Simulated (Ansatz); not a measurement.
The cell is built from the WC type as a first guess.

GaAs: DFT, PBE, PAW with Ansatz's default frozen-core files, scalar-relativistic (Ansatz 0.2.0).

The relaxation starts from this cell:

```xyz
2
Lattice="3.3138 0.0000 0.0000 -1.6569 2.8699 0.0000 0.0000 0.0000 3.2476" Properties=species:S:1:pos:R:3 pbc="T T T"
Ga    0.0000    0.0000    0.0000
As    0.0000    1.9132    1.6238
```

Output:

```
Engine: ansatz 0.2.0
Pseudopotentials: kind: paw
Pseudopotential: Ga, paw, valence charge 13, recommended cutoff 420 eV (normal)
Pseudopotential: As, paw, valence charge 15, recommended cutoff 420 eV (normal)
Functional definition: PBE
  parameter kappa = 0.804
  parameter beta = 0.06672455060314922
  exchange = pbe_x(kappa = kappa, mu = beta*pi^2/3)
  correlation = pbe_c(beta = beta)
Crystal: 2 atoms, lattice volume = 30.885 Å³
Basis set: ecut = 420 eV, 611 PW (Γ), exchange–correlation on 48×48×48 points (8 copies of the dense FFT grid, shifted against one another)
Bands: 18, of which v1, the nominal top of the filled ones, is band 14 counted from 1 (13 counted from 0)
Symmetry: 12 space group operations
Space group: P-6m2 (ITA 187), of the structure as read, at distance tolerance 3.1e-5 Å
k-points: 126 of 1859 (time reversal used)
Non-local potential: Ga, projectors of the file, l = 0: 2, l = 1: 2, l = 2: 3, l = 3: 1
Non-local potential: As, projectors of the file, l = 0: 2, l = 1: 2, l = 2: 3, l = 3: 1
PAW form: soft (Blöchl's): semilocal exchange-correlation on the pseudo side does not see the compensation charge
PAW one-centre angular grid: Ga, 590 points (default); XC on 64 Gauss nodes
PAW one-centre angular grid: As, 590 points (default); XC on 64 Gauss nodes
Initial density: superposition of atomic densities (neutral atoms: chi_scale 0, normalization atom), corrected by the library's trained network
Initial wavefunctions: pseudopotential atomic-orbital guess
Functional: x = pbe(κ = 0.804, μ = 0.2195149727645171), c = pbe(β = 0.06672455060314922)
SCF iter   1: F=—  HF=-8638.301861 eV  |F-HF|=—  |Δ(HF+E_count)|=         —  Δρ=3.56e-3  dr2=3.44e-3  ethr=1.77e-3  ⟨swp⟩=5.2  Hψ=10609  notcnv=0
preconditioner: auto → none  [metal: Δε(μ)=0.013 eV  Ē_g=16.438 eV  σ=0.050 eV  W_gap=0.07  n_scr=8 (ndim 8)  ℏωp=28.3 eV  f_vac=0.000  D(μ)=0.99/eV (n_scr^D=8)  sad-step TF]
SCF iter   2: F=—  HF=-8638.301129 eV  |F-HF|=—  |Δ(HF+E_count)|=   7.32e-4  Δρ=2.30e-3  dr2=1.25e-3  ethr=1.23e-5  ⟨swp⟩=1.3  Hψ=3325  notcnv=0
SCF iter   3: F=—  HF=-8638.301285 eV  |F-HF|=—  |Δ(HF+E_count)|=   1.56e-4  Δρ=1.21e-3  dr2=2.67e-4  ethr=4.48e-6  ⟨swp⟩=2.0  Hψ=3372  notcnv=0
SCF iter   4: F=—  HF=-8638.301035 eV  |F-HF|=—  |Δ(HF+E_count)|=   2.50e-4  Δρ=2.60e-4  dr2=1.08e-5  ethr=9.55e-7  ⟨swp⟩=2.0  Hψ=3354  notcnv=0
SCF iter   5: F=—  HF=-8638.301030 eV  |F-HF|=—  |Δ(HF+E_count)|=   5.39e-6  Δρ=1.13e-4  dr2=2.20e-6  ethr=3.86e-8  ⟨swp⟩=2.0  Hψ=4004  notcnv=0
SCF iter   6: F=—  HF=-8638.301029 eV  |F-HF|=—  |Δ(HF+E_count)|=   1.46e-6  Δρ=3.83e-5  dr2=2.48e-7  ethr=7.86e-9  ⟨swp⟩=2.0  Hψ=3598  notcnv=0
SCF iter   7: F=-8638.301028 eV  HF=-8638.301028 eV  |F-HF|=8.67e-8  |Δ(HF+E_count)|=   7.29e-8  Δρ=2.03e-5  dr2=6.30e-8  ethr=3.57e-10  ⟨swp⟩=4.1  Hψ=8026  notcnv=0
SCF 1 converged in 7 iterations: F = -8638.301028 eV  dr2 = 6.30e-8
  greatest PAW one-centre occupation: 0.999 electrons in one spin orbital (limit 2), on the As atom at site 1 (counted from 0), in its partial waves of l = 2
relax step   1: F+E_penalty+E_count = -8638.30102834 eV  Δ(F+E_penalty+E_count) = +0.000e0 eV  max|allowed force component| = 8.327e-17 eV/Å  Δτ_max = 0.0000 Å  P = +30.484 GPa  Ω = 30.885 Å³  (7 SCF iters, dr2 threshold 1.00e-7 eV, accepted)
Crystal: 2 atoms, lattice volume = 35.333 Å³
Basis set: ecut = 420 eV, 677 PW (Γ), exchange–correlation on 48×48×48 points (8 copies of the dense FFT grid, shifted against one another)
Initial density: handed on by an earlier stage of this run
Initial wavefunctions: those handed on with the density
iter 1 solved again at ethr=1.49e-5 eV; its pass at ethr=3.10e-3 eV (dr2=4.17e-3 eV) is discarded
SCF iter   1: F=—  HF=-8638.843257 eV  |F-HF|=—  |Δ(HF+E_count)|=         —  Δρ=3.94e-3  dr2=4.21e-3  ethr=1.49e-5  ⟨swp⟩=2.0  Hψ=16229  notcnv=0
preconditioner: auto → none  [metal: Δε(μ)=0.022 eV  Ē_g=15.652 eV  σ=0.050 eV  W_gap=0.11  n_scr=8 (ndim 8)  ℏωp=26.5 eV  f_vac=0.000  D(μ)=0.97/eV (n_scr^D=8)]
SCF iter   2: F=—  HF=-8638.843642 eV  |F-HF|=—  |Δ(HF+E_count)|=   3.86e-4  Δρ=1.93e-3  dr2=8.78e-4  ethr=1.49e-5  ⟨swp⟩=1.9  Hψ=3732  notcnv=0
SCF iter   3: F=—  HF=-8638.843997 eV  |F-HF|=—  |Δ(HF+E_count)|=   3.55e-4  Δρ=3.87e-4  dr2=8.17e-5  ethr=3.14e-6  ⟨swp⟩=3.0  Hψ=4141  notcnv=0
SCF iter   4: F=—  HF=-8638.843958 eV  |F-HF|=—  |Δ(HF+E_count)|=   3.88e-5  Δρ=1.35e-4  dr2=4.75e-6  ethr=2.92e-7  ⟨swp⟩=2.0  Hψ=4014  notcnv=0
SCF iter   5: F=—  HF=-8638.843958 eV  |F-HF|=—  |Δ(HF+E_count)|=   1.77e-7  Δρ=3.03e-5  dr2=1.87e-7  ethr=7.14e-10  ⟨swp⟩=3.6  Hψ=9780  notcnv=0
SCF iter   6: F=-8638.843958 eV  HF=-8638.843958 eV  |F-HF|=6.91e-9  |Δ(HF+E_count)|=   9.47e-8  Δρ=8.54e-6  dr2=1.60e-8  ethr=6.66e-10  ⟨swp⟩=4.5  Hψ=8106  notcnv=0
SCF 2 converged in 6 iterations: F = -8638.843958 eV  dr2 = 1.60e-8
relax step   2: F+E_penalty+E_count = -8638.84395826 eV  Δ(F+E_penalty+E_count) = -5.429e-1 eV  max|allowed force component| = 1.573e-16 eV/Å  Δτ_max = 0.0000 Å  P = +10.913 GPa  Ω = 35.333 Å³  energy of the carried Pulay correction = -1.448e-3 eV  (6 SCF iters, dr2 threshold 2.00e-7 eV, accepted)
Crystal: 2 atoms, lattice volume = 38.584 Å³
Basis set: ecut = 420 eV, 743 PW (Γ), exchange–correlation on 48×48×48 points (8 copies of the dense FFT grid, shifted against one another)
iter 1 solved again at ethr=1.08e-5 eV; its pass at ethr=3.10e-3 eV (dr2=3.02e-3 eV) is discarded
SCF iter   1: F=—  HF=-8638.983913 eV  |F-HF|=—  |Δ(HF+E_count)|=         —  Δρ=3.16e-3  dr2=2.96e-3  ethr=1.08e-5  ⟨swp⟩=2.3  Hψ=17039  notcnv=0
preconditioner: auto → none  [metal: Δε(μ)=0.014 eV  Ē_g=15.195 eV  σ=0.050 eV  W_gap=0.07  n_scr=8 (ndim 8)  ℏωp=25.4 eV  f_vac=0.000  D(μ)=0.96/eV (n_scr^D=8)]
SCF iter   2: F=—  HF=-8638.983662 eV  |F-HF|=—  |Δ(HF+E_count)|=   2.51e-4  Δρ=1.39e-3  dr2=4.78e-4  ethr=1.06e-5  ⟨swp⟩=2.4  Hψ=2984  notcnv=0
SCF iter   3: F=—  HF=-8638.983781 eV  |F-HF|=—  |Δ(HF+E_count)|=   1.18e-4  Δρ=3.91e-4  dr2=5.53e-5  ethr=1.71e-6  ⟨swp⟩=2.0  Hψ=3362  notcnv=0
SCF iter   4: F=—  HF=-8638.983762 eV  |F-HF|=—  |Δ(HF+E_count)|=   1.84e-5  Δρ=1.23e-4  dr2=4.35e-6  ethr=1.97e-7  ⟨swp⟩=2.7  Hψ=4522  notcnv=0
SCF iter   5: F=-8638.983763 eV  HF=-8638.983763 eV  |F-HF|=1.06e-7  |Δ(HF+E_count)|=   4.58e-7  Δρ=2.61e-5  dr2=1.48e-7  ethr=7.14e-10  ⟨swp⟩=3.9  Hψ=10750  notcnv=0
SCF 3 converged in 5 iterations: F = -8638.983763 eV  dr2 = 1.48e-7
relax step   3: F+E_penalty+E_count = -8638.98376286 eV  Δ(F+E_penalty+E_count) = -1.398e-1 eV  max|allowed force component| = 3.238e-17 eV/Å  Δτ_max = 0.0000 Å  P = +2.997 GPa  Ω = 38.584 Å³  energy of the carried Pulay correction = -2.394e-3 eV  (5 SCF iters, dr2 threshold 2.00e-7 eV, accepted)
Crystal: 2 atoms, lattice volume = 40.261 Å³
[...]
SCF iter   2: F=—  HF=-8639.008178 eV  |F-HF|=—  |Δ(HF+E_count)|=   4.17e-6  Δρ=2.44e-5  dr2=1.80e-7  ethr=3.00e-9  ⟨swp⟩=2.5  Hψ=4001  notcnv=0
SCF iter   3: F=-8639.008178 eV  HF=-8639.008178 eV  |F-HF|=3.73e-8  |Δ(HF+E_count)|=   1.10e-8  Δρ=9.07e-6  dr2=3.04e-8  ethr=2.08e-10  ⟨swp⟩=5.0  Hψ=9379  notcnv=0
SCF 6 converged in 3 iterations: F = -8639.008178 eV  dr2 = 3.04e-8
relax step   6: F+E_penalty+E_count = -8639.00817751 eV  Δ(F+E_penalty+E_count) = -5.328e-5 eV  max|allowed force component| = 3.874e-17 eV/Å  Δτ_max = 0.0000 Å  P = -0.027 GPa  Ω = 40.515 Å³  energy of the carried Pulay correction = -2.924e-3 eV  (3 SCF iters, dr2 threshold 5.83e-8 eV, accepted)
Basis set: ecut = 420 eV, 803 PW (Γ), exchange–correlation on 54×54×48 points (8 copies of the dense FFT grid, shifted against one another)
Initial wavefunctions: pseudopotential atomic-orbital guess (no wavefunctions were taken with the density)
iter 1 solved again at ethr=4.31e-7 eV; its pass at ethr=3.10e-3 eV (dr2=1.21e-4 eV) is discarded
SCF iter   1: F=—  HF=-8639.007540 eV  |F-HF|=—  |Δ(HF+E_count)|=         —  Δρ=2.84e-3  dr2=1.18e-4  ethr=4.31e-7  ⟨swp⟩=2.7  Hψ=14517  notcnv=0
preconditioner: auto → none  [metal: Δε(μ)=0.006 eV  Ē_g=15.018 eV  σ=0.050 eV  W_gap=0.03  n_scr=8 (ndim 8)  ℏωp=24.8 eV  f_vac=0.005  D(μ)=1.03/eV (n_scr^D=8)]
SCF iter   2: F=—  HF=-8639.021078 eV  |F-HF|=—  |Δ(HF+E_count)|=   1.35e-2  Δρ=1.48e-3  dr2=6.28e-5  ethr=4.22e-7  ⟨swp⟩=2.0  Hψ=4032  notcnv=0
SCF iter   3: F=—  HF=-8639.024601 eV  |F-HF|=—  |Δ(HF+E_count)|=   3.52e-3  Δρ=6.70e-4  dr2=8.31e-6  ethr=2.24e-7  ⟨swp⟩=2.0  Hψ=3352  notcnv=0
SCF iter   4: F=—  HF=-8639.025574 eV  |F-HF|=—  |Δ(HF+E_count)|=   9.74e-4  Δρ=6.64e-5  dr2=2.41e-6  ethr=2.97e-8  ⟨swp⟩=2.0  Hψ=3395  notcnv=0
SCF iter   5: F=—  HF=-8639.025576 eV  |F-HF|=—  |Δ(HF+E_count)|=   1.12e-6  Δρ=1.90e-5  dr2=2.73e-8  ethr=8.60e-9  ⟨swp⟩=2.8  Hψ=4025  notcnv=0
SCF iter   6: F=—  HF=-8639.025576 eV  |F-HF|=—  |Δ(HF+E_count)|=   4.85e-7  Δρ=8.97e-6  dr2=3.59e-9  ethr=9.75e-11  ⟨swp⟩=2.0  Hψ=3498  notcnv=0
SCF iter   7: F=—  HF=-8639.025576 eV  |F-HF|=—  |Δ(HF+E_count)|=   1.57e-7  Δρ=5.08e-7  dr2=8.90e-11  ethr=1.28e-11  ⟨swp⟩=2.0  Hψ=2774  notcnv=0
SCF iter   8: F=-8639.025576 eV  HF=-8639.025576 eV  |F-HF|=1.44e-10  |Δ(HF+E_count)|=  1.26e-10  Δρ=2.93e-7  dr2=1.72e-11  ethr=1.00e-12  ⟨swp⟩=5.4  Hψ=9978  notcnv=0
SCF 7 converged in 8 iterations: F = -8639.025576 eV  dr2 = 1.72e-11
relax step   7: F+E_penalty+E_count = -8639.02557618 eV  Δ(F+E_penalty+E_count) = -1.740e-2 eV  max|allowed force component| = 3.932e-17 eV/Å  Δτ_max = 0.0000 Å  P = +0.791 GPa  Ω = 40.515 Å³  stress off target by 1.12e0 GPa  SCF on the basis re-selected at this cell (its energy is not comparable with the rows above)  (8 SCF iters)
basis re-selected at this cell: Δ(F+E_penalty+E_count) = -1.740e-2 eV, ΔP = +0.818 GPa vs the last step (what re-selecting the basis moved, of the pressure what is left beyond the Pulay correction that the steps carried, after the strain that the cell walked since its last selection, with what the two solves' SCF thresholds leave and, on support functions, any second-order correction that the steps lacked; it is no measure of the basis error at this ecutwfc). The dense FFT grid was sized anew with the basis: this SCF ran on 27×27×24 points, the steps before it on 24×24×24, so part of this shift can come from that change (see relax.cell in the input reference). This SCF's stress stands 1.12e0 GPa from its target on what of the cell is left free (relax.cell.stress_tol is 5.00e-2 GPa) and its largest allowed force component is 3.93e-17 eV/Å (relax.f_tol is 5.00e-3 eV/Å): not within both, so this SCF does not close the relaxation
Crystal: 2 atoms, lattice volume = 40.997 Å³
Basis set: ecut = 420 eV, 827 PW (Γ), exchange–correlation on 54×54×48 points (8 copies of the dense FFT grid, shifted against one another)
iter 1 solved again at ethr=2.13e-6 eV; its pass at ethr=3.10e-3 eV (dr2=5.96e-4 eV) is discarded
SCF iter   1: F=—  HF=-8639.029587 eV  |F-HF|=—  |Δ(HF+E_count)|=         —  Δρ=1.34e-3  dr2=5.81e-4  ethr=2.13e-6  ⟨swp⟩=1.8  Hψ=14317  notcnv=0
preconditioner: auto → LDOS  [metal: Δε(μ)=0.016 eV  Ē_g=14.958 eV  σ=0.050 eV  W_gap=0.08  n_scr=8 (ndim 8)  ℏωp=24.6 eV  f_vac=0.011  D(μ)=1.07/eV (n_scr^D=8)  β→1.0]
SCF iter   2: F=—  HF=-8639.029517 eV  |F-HF|=—  |Δ(HF+E_count)|=   6.91e-5  Δρ=2.30e-4  dr2=2.12e-5  ethr=2.07e-6  ⟨swp⟩=2.0  Hψ=2747  notcnv=0
SCF iter   3: F=—  HF=-8639.029513 eV  |F-HF|=—  |Δ(HF+E_count)|=   4.75e-6  Δρ=7.47e-5  dr2=2.07e-6  ethr=7.56e-8  ⟨swp⟩=2.0  Hψ=4023  notcnv=0
SCF iter   4: F=—  HF=-8639.029511 eV  |F-HF|=—  |Δ(HF+E_count)|=   1.73e-6  Δρ=3.54e-5  dr2=4.30e-7  ethr=7.41e-9  ⟨swp⟩=2.0  Hψ=4023  notcnv=0
SCF iter   5: F=-8639.029511 eV  HF=-8639.029511 eV  |F-HF|=2.10e-8  |Δ(HF+E_count)|=   1.94e-7  Δρ=8.83e-6  dr2=2.18e-8  ethr=7.14e-10  ⟨swp⟩=5.0  Hψ=8632  notcnv=0
SCF 8 converged in 5 iterations: F = -8639.029511 eV  dr2 = 2.18e-8
relax step   8: F+E_penalty+E_count = -8639.02951069 eV  Δ(F+E_penalty+E_count) = -3.935e-3 eV  max|allowed force component| = 3.932e-17 eV/Å  Δτ_max = 0.0000 Å  P = +0.495 GPa  Ω = 40.997 Å³  energy of the carried Pulay correction = -1.163e-4 eV  (5 SCF iters, dr2 threshold 2.00e-7 eV, accepted)
Crystal: 2 atoms, lattice volume = 41.370 Å³
iter 1 solved again at ethr=8.57e-8 eV; its pass at ethr=3.10e-3 eV (dr2=2.40e-5 eV) is discarded
SCF iter   1: F=—  HF=-8639.030008 eV  |F-HF|=—  |Δ(HF+E_count)|=         —  Δρ=2.76e-4  dr2=2.28e-5  ethr=8.57e-8  ⟨swp⟩=3.0  Hψ=14115  notcnv=0
preconditioner: auto → LDOS  [metal: Δε(μ)=0.027 eV  Ē_g=14.921 eV  σ=0.050 eV  W_gap=0.14  n_scr=8 (ndim 8)  ℏωp=24.5 eV  f_vac=0.014  D(μ)=1.04/eV (n_scr^D=8)  β→1.0]
SCF iter   2: F=—  HF=-8639.030006 eV  |F-HF|=—  |Δ(HF+E_count)|=   2.32e-6  Δρ=5.05e-5  dr2=9.53e-7  ethr=8.14e-8  ⟨swp⟩=2.0  Hψ=2754  notcnv=0
SCF iter   3: F=-8639.030006 eV  HF=-8639.030006 eV  |F-HF|=1.39e-7  |Δ(HF+E_count)|=   1.56e-7  Δρ=1.52e-5  dr2=8.82e-8  ethr=7.14e-10  ⟨swp⟩=5.0  Hψ=9267  notcnv=0
SCF 9 converged in 3 iterations: F = -8639.030006 eV  dr2 = 8.82e-8
relax step   9: F+E_penalty+E_count = -8639.03000594 eV  Δ(F+E_penalty+E_count) = -4.952e-4 eV  max|allowed force component| = 6.129e-17 eV/Å  Δτ_max = 0.0000 Å  P = -0.005 GPa  Ω = 41.370 Å³  energy of the carried Pulay correction = -2.138e-4 eV  (3 SCF iters, dr2 threshold 2.00e-7 eV, accepted)
Crystal: 2 atoms, lattice volume = 41.388 Å³
iter 1 solved again at ethr=5.85e-9 eV; its pass at ethr=3.10e-3 eV (dr2=1.64e-6 eV) is discarded
SCF iter   1: F=—  HF=-8639.030015 eV  |F-HF|=—  |Δ(HF+E_count)|=         —  Δρ=6.66e-5  dr2=1.33e-6  ethr=5.85e-9  ⟨swp⟩=3.0  Hψ=13547  notcnv=0
preconditioner: auto → LDOS  [metal: Δε(μ)=0.027 eV  Ē_g=14.920 eV  σ=0.050 eV  W_gap=0.14  n_scr=8 (ndim 8)  ℏωp=24.5 eV  f_vac=0.014  D(μ)=1.03/eV (n_scr^D=8)  β→1.0]
SCF iter   2: F=—  HF=-8639.030012 eV  |F-HF|=—  |Δ(HF+E_count)|=   3.58e-6  Δρ=2.17e-5  dr2=1.40e-7  ethr=4.74e-9  ⟨swp⟩=2.0  Hψ=3391  notcnv=0
SCF iter   3: F=—  HF=-8639.030012 eV  |F-HF|=—  |Δ(HF+E_count)|=   4.93e-8  Δρ=1.24e-5  dr2=3.87e-8  ethr=5.00e-10  ⟨swp⟩=3.0  Hψ=4914  notcnv=0
SCF iter   4: F=-8639.030011 eV  HF=-8639.030011 eV  |F-HF|=3.45e-9  |Δ(HF+E_count)|=   3.99e-8  Δρ=2.54e-6  dr2=1.77e-9  ethr=2.48e-11  ⟨swp⟩=3.4  Hψ=9680  notcnv=0
SCF 10 converged in 4 iterations: F = -8639.030011 eV  dr2 = 1.77e-9
relax step  10: F+E_penalty+E_count = -8639.03001147 eV  Δ(F+E_penalty+E_count) = -5.532e-6 eV  max|allowed force component| = 1.850e-17 eV/Å  Δτ_max = 0.0000 Å  P = -0.006 GPa  Ω = 41.388 Å³  energy of the carried Pulay correction = -2.184e-4 eV  (4 SCF iters, dr2 threshold 6.95e-9 eV, accepted)
iter 1 solved again at ethr=3.21e-8 eV; its pass at ethr=3.10e-3 eV (dr2=9.00e-6 eV) is discarded
SCF iter   1: F=—  HF=-8639.029500 eV  |F-HF|=—  |Δ(HF+E_count)|=         —  Δρ=3.76e-4  dr2=1.32e-6  ethr=3.21e-8  ⟨swp⟩=3.0  Hψ=15520  notcnv=0
preconditioner: auto → LDOS  [metal: Δε(μ)=0.028 eV  Ē_g=14.921 eV  σ=0.050 eV  W_gap=0.14  n_scr=8 (ndim 8)  ℏωp=24.5 eV  f_vac=0.013  D(μ)=1.03/eV (n_scr^D=8)  β→1.0]
SCF iter   2: F=—  HF=-8639.030209 eV  |F-HF|=—  |Δ(HF+E_count)|=   7.09e-4  Δρ=2.20e-5  dr2=1.14e-7  ethr=4.71e-9  ⟨swp⟩=2.2  Hψ=3683  notcnv=0
SCF iter   3: F=—  HF=-8639.030209 eV  |F-HF|=—  |Δ(HF+E_count)|=   2.02e-7  Δρ=1.90e-5  dr2=8.75e-8  ethr=4.07e-10  ⟨swp⟩=2.0  Hψ=4026  notcnv=0
SCF iter   4: F=—  HF=-8639.030209 eV  |F-HF|=—  |Δ(HF+E_count)|=   8.68e-8  Δρ=6.59e-6  dr2=1.15e-8  ethr=3.13e-10  ⟨swp⟩=2.0  Hψ=3070  notcnv=0
SCF iter   5: F=—  HF=-8639.030209 eV  |F-HF|=—  |Δ(HF+E_count)|=   4.53e-9  Δρ=1.97e-6  dr2=1.18e-9  ethr=4.09e-11  ⟨swp⟩=2.0  Hψ=4020  notcnv=0
SCF iter   6: F=—  HF=-8639.030209 eV  |F-HF|=—  |Δ(HF+E_count)|=  3.22e-10  Δρ=2.82e-7  dr2=2.30e-11  ethr=4.20e-12  ⟨swp⟩=2.0  Hψ=4021  notcnv=0
SCF iter   7: F=-8639.030209 eV  HF=-8639.030209 eV  |F-HF|=0.00e0  |Δ(HF+E_count)|=  2.18e-11  Δρ=2.60e-8  dr2=1.95e-13  ethr=1.00e-12  ⟨swp⟩=5.0  Hψ=9663  notcnv=0
SCF 11 converged in 7 iterations: F = -8639.030209 eV  dr2 = 1.95e-13
relax step  11: F+E_penalty+E_count = -8639.03020905 eV  Δ(F+E_penalty+E_count) = -1.976e-4 eV  max|allowed force component| = 1.850e-17 eV/Å  Δτ_max = 0.0000 Å  P = -0.013 GPa  Ω = 41.388 Å³  stress off target by 2.32e-2 GPa  SCF on the basis re-selected at this cell (its energy is not comparable with the rows above)  (7 SCF iters)
basis re-selected at this cell: Δ(F+E_penalty+E_count) = -1.976e-4 eV, ΔP = -0.007 GPa vs the last step (what re-selecting the basis moved, of the pressure what is left beyond the Pulay correction that the steps carried, after the strain that the cell walked since its last selection, with what the two solves' SCF thresholds leave and, on support functions, any second-order correction that the steps lacked; it is no measure of the basis error at this ecutwfc). This SCF's stress stands 2.32e-2 GPa from its target on what of the cell is left free (relax.cell.stress_tol is 5.00e-2 GPa) and its largest allowed force component is 1.85e-17 eV/Å (relax.f_tol is 5.00e-3 eV/Å): within both
SCF converged after 7 iterations
Free energy (F): -8639.030209 eV
Harris-Foulkes:  -8639.030209 eV  (|F-HF|=0.00e0)
Internal energy: -8639.022030 eV  (E = F + TS)
E sigma→0 (E₀):  -8639.026120 eV
Entropy (-TS):   -0.008179 eV (-4.089 meV/atom)
Fermi energy:    9.643395 eV
--- Per-component energies (eV) ---
  E_band       = -278.107518
  E_kinetic    = 217.089958
  E_local      = -3545.881510  (includes V_loc(G=0)·N_el)
  E_nonlocal   = -247.190124
  E_hartree    = 1805.302601
  E_xc         = -148.081024
  E_vxc        = -136.767130  (∫ρ·V_xc dr)
  E_paw        = -3822.040738  (= ΣΔE_a)
  E_vpaw       = -175.963826  (= ΣTr[D̂ρ^β])
  E_aug_tail   = -0.000110  (compensation charges beyond the density's cutoff)
  E_ewald      = -2898.221086
  E_smearing   = -0.008179  (= −TS)
  E_closure    = 0.000000  (closes the sum)
  Σ components = -8639.030209   (vs F -8639.030209, Δ=0.00e0)
--- Forces (eV/Å), atoms counted from 1 ---
  atom   1  Ga    -0.00000000     0.00000000     0.00000000
  atom   2  As     0.00000000    -0.00000000    -0.00000000
  max |Σ_I F_I| component: 3.70e-17 eV/Å
--- Stress (GPa, compression-positive) ---
       -0.008436      -0.000000       0.000000
       -0.000000      -0.008436       0.000000
        0.000000       0.000000      -0.023250
  P = ⅓ Tr σ = -0.0134 GPa (-0.134 kbar)
--- Relaxed structure (9 steps of the walk, 9 accepted, 2 SCFs on fresh bases) ---
  F+E_penalty+E_count = -8639.03020905 eV   max|allowed force component| = 1.850e-17 eV/Å   (the final SCF, on the basis selected at the relaxed cell)
  cell:  # Å, volume = 41.3877 Å³
    - [3.84042351741804, 1.735829082762711e-32, 0.0]
    - [-1.92021175870902, 3.3259043273752122, 0.0]
    - [0.0, 0.0, 3.240276683999833]
  atoms:
    - { symbol: Ga, position: [0.0, -2.775557561562892e-17, 0.0] }
    - { symbol: As, position: [0.3333333333333333, 0.6666666666666666, 0.5000000000000001] }
```
